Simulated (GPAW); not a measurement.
# CdSe (Cadmoselite) (P6_3mc) in GPAW: notebook

Aim: see how the results for CdSe (Cadmoselite) move with the level of theory and the settings. Levels: PBE+D3(BJ), revTPSS+D3, PBE. Tasks: relaxation of cell and atoms, single point.

All numbers are computed with GPAW 26.7.0; they aren't measurements. Logs are shortened: lines on timing, memory, paths and dates and some standing lists are left out, and cuts for length are marked. The log counts tension as positive stress, the text compression.

**Experimental background.**

A printed reference work, data compilation reports, for a bulk crystal of CdSe at 2 K: band gap 1.841 eV.

The runs below are set against these values where they give the same quantity.

**1. Starting point**

The structure is hexagonal, space group P6_3mc (No. 186). Conventional cell: a = 4.300 Å, b = 4.300 Å, c = 7.020 Å, α = 90.00°, β = 90.00°, γ = 120.00°. Around Cd (site symmetry 3m) lie 4 Se at 2.61 to 2.70 Å. Around Se (site symmetry 3m) lie 4 Cd at 2.61 to 2.70 Å.

**2. Relaxation of cell and atoms, PBE+D3(BJ)**

File run.py:

```python
from ase.calculators.mixing import SumCalculator
from ase.filters import FrechetCellFilter
from ase.io import read, write
from ase.optimize import BFGS
from dftd3.ase import DFTD3
from gpaw import GPAW, PW

atoms = read('CdSe.cif')

calc = GPAW(mode=PW(600),
            xc='PBE',
            kpts={'size': (5, 5, 3), 'gamma': True},
            occupations={'name': 'fermi-dirac', 'width': 0.05},
            nbands=31,
            convergence={'density': 1e-05, 'energy': 1e-05},
            maxiter=150,
            txt='gpaw.txt')
atoms.calc = SumCalculator([calc, DFTD3(method='pbe', damping='d3bj')])
opt = BFGS(FrechetCellFilter(atoms), trajectory='relax.traj', logfile='-')
done = opt.run(fmax=0.01, steps=100)
calc.write('gs.gpw')
write('result.traj', atoms)
print('Converged:', done)
print('Cell:', atoms.cell.cellpar().round(4))
print('Volume:', round(atoms.get_volume(), 4))
print(atoms.get_scaled_positions().round(5))
```

File CdSe.cif:

```cif
data_CdSe
_cell_length_a 4.30000000
_cell_length_b 4.30000000
_cell_length_c 7.02000000
_cell_angle_alpha 90.00000000
_cell_angle_beta 90.00000000
_cell_angle_gamma 120.00000000
_space_group_name_H-M_alt 'P1'
_space_group_name_Hall 'P 1'
_space_group_IT_number 1
loop_
_space_group_symop_operation_xyz
'x,y,z'
loop_
_atom_site_label
_atom_site_type_symbol
_atom_site_symmetry_multiplicity
_atom_site_Wyckoff_symbol
_atom_site_fract_x
_atom_site_fract_y
_atom_site_fract_z
_atom_site_occupancy
Cd1 Cd 1 a 0.6666666667 0.3333333333 0.5000000000 1
Cd2 Cd 1 a 0.3333333333 0.6666666667 0.0000000000 1
Se1 Se 1 a 0.6666666667 0.3333333333 0.8850000000 1
Se2 Se 1 a 0.3333333333 0.6666666667 0.3850000000 1
```

Potentials or basis: GPAW PAW data sets (gpaw-data 1.2.1), pw.

On the command line:

```sh
OMP_NUM_THREADS=1 python run.py
```

gpaw.txt:

```text
__  _  _
 | _ |_)|_||  |
 |__||  | ||/\| - 26.7.0

Input parameters:
  mode=PW(ecut=600.0),
  convergence={'density': 1e-05, 'energy': 1e-05},
  kpts=MonkhorstPack(size=(5, 5, 3), gamma=True),
  maxiter=150,
  nbands=31,
  occupations=Occupations(name='fermi-dirac', width=0.05),
  xc=XC(name='PBE')

Diagonalizing LCAO Hamiltonian
Converting LCAO to pw mode

            Se

        Se  Cd

        Cd

Atoms  # Å, Bohr magnetons
|   | symbol |         x |        y |        z |    initial magnetic moments |
|---|--------|-----------|----------|----------|-----------------------------|
| 0 |     Cd |  2.150000 | 1.241303 | 3.510000 | ( 0.0000,  0.0000,  0.0000) |
| 1 |     Cd | -0.000000 | 2.482606 | 0.000000 | ( 0.0000,  0.0000,  0.0000) |
| 2 |     Se |  2.150000 | 1.241303 | 6.212700 | ( 0.0000,  0.0000,  0.0000) |
| 3 |     Se | -0.000000 | 2.482606 | 2.702700 | ( 0.0000,  0.0000,  0.0000) |

Unit cell  # Å
| periodic |         x |        y |        z |  lengths |     angles |
|----------|-----------|----------|----------|----------|------------|
|      yes |  4.300000 | 0.000000 | 0.000000 | 4.300000 |  90.000000 |
|      yes | -2.150000 | 3.723909 | 0.000000 | 4.300000 |  90.000000 |
|      yes |  0.000000 | 0.000000 | 7.020000 | 7.020000 | 120.000000 |

Number of symmetries: 6
Symmetry operations  # r_c * U_cc + t_c -> r_c
|   | kind |            matrix            |
|---|------|------------------------------|
| 0 |  σ   |  1, 1, 0,  0,-1, 0,  0, 0, 1 |
| 1 |  E   |  1, 0, 0,  0, 1, 0,  0, 0, 1 |
| 2 |  C3  |  0, 1, 0, -1,-1, 0,  0, 0, 1 |
| 3 |  σ   |  0,-1, 0, -1, 0, 0,  0, 0, 1 |
| 4 |  σ   | -1, 0, 0,  1, 1, 0,  0, 0, 1 |
| 5 |  C3  | -1,-1, 0,  1, 0, 0,  0, 0, 1 |

BZ-sampling:
  Number of BZ points: 75
  Number of IBZ points: 12
[... 196 lines left out ...]
Forces  # eV/Ang
|        x |       y |        z |
|----------|---------|----------|
| -0.00000 | 0.00000 |  0.28459 |  # Cd   0
| -0.00000 | 0.00000 |  0.28493 |  # Cd   1
| -0.00000 | 0.00000 | -0.28481 |  # Se   2
|  0.00000 | 0.00000 | -0.28474 |  # Se   3

Interpolating wave functions to new cell

            Se

        Se  Cd

        Cd

Atoms  # Å, Bohr magnetons
|   | symbol |         x |        y |        z |    initial magnetic moments |
|---|--------|-----------|----------|----------|-----------------------------|
| 0 |     Cd |  2.151932 | 1.242418 | 3.512741 | ( 0.0000,  0.0000,  0.0000) |
| 1 |     Cd | -0.000000 | 2.484837 | 0.004095 | ( 0.0000,  0.0000,  0.0000) |
| 2 |     Se |  2.151932 | 1.242418 | 6.206221 | ( 0.0000,  0.0000,  0.0000) |
| 3 |     Se | -0.000000 | 2.484837 | 2.697570 | ( 0.0000,  0.0000,  0.0000) |

Unit cell  # Å
| periodic |         x |         y |         z |  lengths |     angles |
|----------|-----------|-----------|-----------|----------|------------|
|      yes |  4.303863 |  0.000000 | -0.000000 | 4.303863 |  90.000000 |
|      yes | -2.151932 |  3.727255 | -0.000000 | 4.303863 |  90.000000 |
|      yes | -0.000000 | -0.000000 |  7.017303 | 7.017303 | 120.000000 |

Number of symmetries: 6
Symmetry operations  # r_c * U_cc + t_c -> r_c
|   | kind |            matrix            |
|---|------|------------------------------|
| 0 |  σ   |  1, 1, 0,  0,-1, 0,  0, 0, 1 |
| 1 |  E   |  1, 0, 0,  0, 1, 0,  0, 0, 1 |
| 2 |  C3  |  0, 1, 0, -1,-1, 0,  0, 0, 1 |
| 3 |  σ   |  0,-1, 0, -1, 0, 0,  0, 0, 1 |
| 4 |  σ   | -1, 0, 0,  1, 1, 0,  0, 0, 1 |
| 5 |  C3  | -1,-1, 0,  1, 0, 0,  0, 0, 1 |
[... 214 lines left out ...]
        Cd

Atoms  # Å, Bohr magnetons
|   | symbol |         x |        y |        z |    initial magnetic moments |
|---|--------|-----------|----------|----------|-----------------------------|
| 0 |     Cd |  2.163183 | 1.248914 | 3.529566 | ( 0.0000,  0.0000,  0.0000) |
| 1 |     Cd | -0.000000 | 2.497828 | 0.028201 | ( 0.0000,  0.0000,  0.0000) |
| 2 |     Se |  2.163183 | 1.248914 | 6.169253 | ( 0.0000,  0.0000,  0.0000) |
| 3 |     Se | -0.000000 | 2.497828 | 2.667811 | ( 0.0000,  0.0000,  0.0000) |

Unit cell  # Å
| periodic |         x |        y |         z |  lengths |     angles |
|----------|-----------|----------|-----------|----------|------------|
|      yes |  4.326366 | 0.000000 | -0.000000 | 4.326366 |  90.000000 |
|      yes | -2.163183 | 3.746743 |  0.000000 | 4.326366 |  90.000000 |
|      yes | -0.000000 | 0.000000 |  7.002793 | 7.002793 | 120.000000 |

Number of symmetries: 6
Symmetry operations  # r_c * U_cc + t_c -> r_c
|   | kind |            matrix            |
|---|------|------------------------------|
| 0 |  σ   |  1, 1, 0,  0,-1, 0,  0, 0, 1 |
| 1 |  E   |  1, 0, 0,  0, 1, 0,  0, 0, 1 |
| 2 |  C3  |  0, 1, 0, -1,-1, 0,  0, 0, 1 |
| 3 |  σ   |  0,-1, 0, -1, 0, 0,  0, 0, 1 |
| 4 |  σ   | -1, 0, 0,  1, 1, 0,  0, 0, 1 |
| 5 |  C3  | -1,-1, 0,  1, 0, 0,  0, 0, 1 |

BZ-sampling:
  Number of BZ points: 75
  Number of IBZ points: 12
[... 212 lines left out ...]
        Cd

Atoms  # Å, Bohr magnetons
|   | symbol |         x |        y |        z |    initial magnetic moments |
|---|--------|-----------|----------|----------|-----------------------------|
| 0 |     Cd |  2.162623 | 1.248591 | 3.529540 | ( 0.0000,  0.0000,  0.0000) |
| 1 |     Cd | -0.000000 | 2.497182 | 0.026880 | ( 0.0000,  0.0000,  0.0000) |
| 2 |     Se |  2.162623 | 1.248591 | 6.172845 | ( 0.0000,  0.0000,  0.0000) |
| 3 |     Se | -0.000000 | 2.497182 | 2.670125 | ( 0.0000,  0.0000,  0.0000) |

Unit cell  # Å
| periodic |         x |        y |         z |  lengths |     angles |
|----------|-----------|----------|-----------|----------|------------|
|      yes |  4.325246 | 0.000000 | -0.000000 | 4.325246 |  90.000000 |
|      yes | -2.162623 | 3.745773 |  0.000000 | 4.325246 |  90.000000 |
|      yes | -0.000000 | 0.000000 |  7.005366 | 7.005366 | 120.000000 |

Number of symmetries: 6
Symmetry operations  # r_c * U_cc + t_c -> r_c
|   | kind |            matrix            |
|---|------|------------------------------|
| 0 |  σ   |  1, 1, 0,  0,-1, 0,  0, 0, 1 |
| 1 |  E   |  1, 0, 0,  0, 1, 0,  0, 0, 1 |
| 2 |  C3  |  0, 1, 0, -1,-1, 0,  0, 0, 1 |
| 3 |  σ   |  0,-1, 0, -1, 0, 0,  0, 0, 1 |
| 4 |  σ   | -1, 0, 0,  1, 1, 0,  0, 0, 1 |
| 5 |  C3  | -1,-1, 0,  1, 0, 0,  0, 0, 1 |

BZ-sampling:
  Number of BZ points: 75
  Number of IBZ points: 12
[... 2108 lines left out ...]
Stress tensor  # eV/Ang^3
|         x |         y |         z |
|-----------|-----------|-----------|
| -0.012332 |  0.000000 |  0.000000 |
|  0.000000 | -0.012332 |  0.000000 |
|  0.000000 | -0.000000 | -0.012696 |

Forces  # eV/Ang
|        x |        y |        z |
|----------|----------|----------|
|  0.00000 |  0.00000 | -0.01092 |  # Cd   0
| -0.00000 |  0.00000 | -0.01103 |  # Cd   1
|  0.00000 | -0.00000 |  0.01057 |  # Se   2
| -0.00000 |  0.00000 |  0.01078 |  # Se   3

# Writing to gs.gpw (mode='')
```

stdout:

```text
Step          Energy          fmax
BFGS:    0      -12.574074        0.286740
BFGS:    1      -12.580269        0.247019
BFGS:    2      -12.596336        0.080000
BFGS:    3      -12.596462        0.064199
BFGS:    4      -12.596567        0.052251
BFGS:    5      -12.596842        0.022768
BFGS:    6      -12.596970        0.020238
BFGS:    7      -12.597029        0.023740
BFGS:    8      -12.597073        0.027422
BFGS:    9      -12.597145        0.027939
BFGS:   10      -12.597247        0.021293
BFGS:   11      -12.597319        0.009040
Converged: True
Cell: [  4.3185   4.3185   7.0503  90.      90.     120.    ]
Volume: 113.8705
[[0.66667 0.33333 0.50493]
 [0.33333 0.66667 0.00493]
 [0.66667 0.33333 0.88006]
 [0.33333 0.66667 0.38006]]
```

Wall time 4 min (1 thread of Arm Neoverse V1, shared host); peak memory 0.27 GiB.

Results:

- Free energy: -12.5973 eV
- Relaxed volume: 28.47 Å³/atom
- Relaxed cell: a = 4.319 Å, b = 4.319 Å, c = 7.050 Å, α = 90.00°, β = 90.00°, γ = 120.00°
- Space group after relaxing (to 0.05 Å): P6_3mc (No. 186)
- Energy gained by relaxing: 5.8 meV/atom
- Ionic steps: 12
- Pressure after relaxing: 0.0 GPa
- Largest force after relaxing: 0.009 eV/Å
- Band gap on the k mesh: 0.63 eV, direct
- Dispersion energy per atom: -0.314 eV

Forces in eV/Å, atoms in the order of the input:
```
Cd   0.000  0.000 -0.009
Cd   0.000  0.000 -0.009
Se   0.000  0.000  0.008
Se   0.000  0.000  0.008
```

Step by step:
| step | energy change (eV) | largest force (eV/Å) | pressure (GPa) | volume (Å³) |
| --- | --- | --- | --- | --- |
| 1 | 0.0000 | 0.2867 | 0.75 | 112.41 |
| 2 | -0.0062 | 0.2471 | 0.65 | 112.57 |
| 3 | -0.0223 | 0.0135 | 0.14 | 113.51 |
| 4 | -0.0224 | 0.0047 | 0.15 | 113.50 |
| 5 | -0.0225 | 0.0117 | 0.13 | 113.54 |
| 6 | -0.0228 | 0.0228 | 0.02 | 113.77 |
| 7 | -0.0229 | 0.0202 | -0.06 | 113.95 |
| 8 | -0.0230 | 0.0124 | -0.10 | 114.04 |
| 9 | -0.0230 | 0.0055 | -0.11 | 114.06 |
| 10 | -0.0231 | 0.0036 | -0.10 | 114.05 |
| 11 | -0.0232 | 0.0104 | -0.07 | 113.97 |
| 12 | -0.0232 | 0.0087 | -0.03 | 113.87 |

Final structure:
```
Cd Se
1.0
     4.31854    0.00000    0.00000
    -2.15927    3.73997    0.00000
     0.00000    0.00000    7.05027
Cd Se
2 2
Direct
  0.66667 0.33333 0.50493
  0.33333 0.66667 0.00493
  0.66667 0.33333 0.88006
  0.33333 0.66667 0.38006
```

Caveat: later steps reuse the first step's grids. Zero-point motion and thermal expansion aren't in these numbers.

(Part 1 of 2 ends here.)
